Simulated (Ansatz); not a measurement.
# KBr: a single-point run

The task is a single-point run on KBr. The structure is shown as the input types it. The cell is built on a prototype (zincblende) and needn't be the phase found in nature.

Program: Ansatz 0.2.0. Level of theory: density functional or hybrid calculation with the settings of its input, plane waves. These are calculated values, not measurements.

5 further runs of the same task are left out: 1 for a known fault of the program, 4 that didn't finish.

**1. Starting point**

The structure is cubic, space group F-43m (No. 216). Conventional cell: a = 7.377 Å, b = 7.377 Å, c = 7.377 Å, α = 90.00°, β = 90.00°, γ = 90.00°. K (site symmetry -43m) is surrounded by 4 Br at 3.19 Å. Br (site symmetry -43m) is surrounded by 4 K at 3.19 Å.

Structure file:

```cif
data_structure
_symmetry_space_group_name_H-M 'P 1'
_symmetry_Int_Tables_number 1
_cell_length_a 5.2160
_cell_length_b 5.2160
_cell_length_c 5.2160
_cell_angle_alpha 60.000
_cell_angle_beta 60.000
_cell_angle_gamma 60.000
_cell_volume 100.35
loop_
_atom_site_label
_atom_site_type_symbol
_atom_site_fract_x
_atom_site_fract_y
_atom_site_fract_z
_atom_site_occupancy
K1 K 0.00000 0.00000 0.00000 1
Br1 Br 0.25000 0.25000 0.25000 1
```

**2. Running it**

File input.yaml:

```yaml
crystal:
  lattice:
    - [0.0, 3.6882992816, 3.6882992816]
    - [3.6882992816, 0.0, 3.6882992816]
    - [3.6882992816, 3.6882992816, 0.0]
  atoms:
    - { symbol: K, position: [0.0, 0.0, 0.0] }
    - { symbol: Br, position: [0.25, 0.25, 0.25] }
kpoints:
  mp_grid: { grid: [4, 4, 4] }
hamiltonian:
  xc: { exchange: pbe, correlation: pbe, exx: { coeff: 1.5 } }
scf:
  occupations: { method: fixed }
  n_extra_bands: 4
output:
  forces: true
  stress: true
  eigenvalues: true
```

On the command line:

```sh
ansatz run input.yaml --threads 4 --pin off --max-ram 3686MiB --backend cpu --events-out ev --progress --plain --runs-dir out
```

Q: Will this input give a usable result? If not, why, and what should change?

The program refused the input before any cycle. The line that matters: «invalid value for `hamiltonian.xc.exx.coeff`: must be finite and in (0, 1]; got 1.5»

The suspect setting: hamiltonian.xc.exx.coeff is 1.5. The program checks this value's range before starting, and it fails the check.

Fix: set hamiltonian.xc.exx.coeff to 0.4.
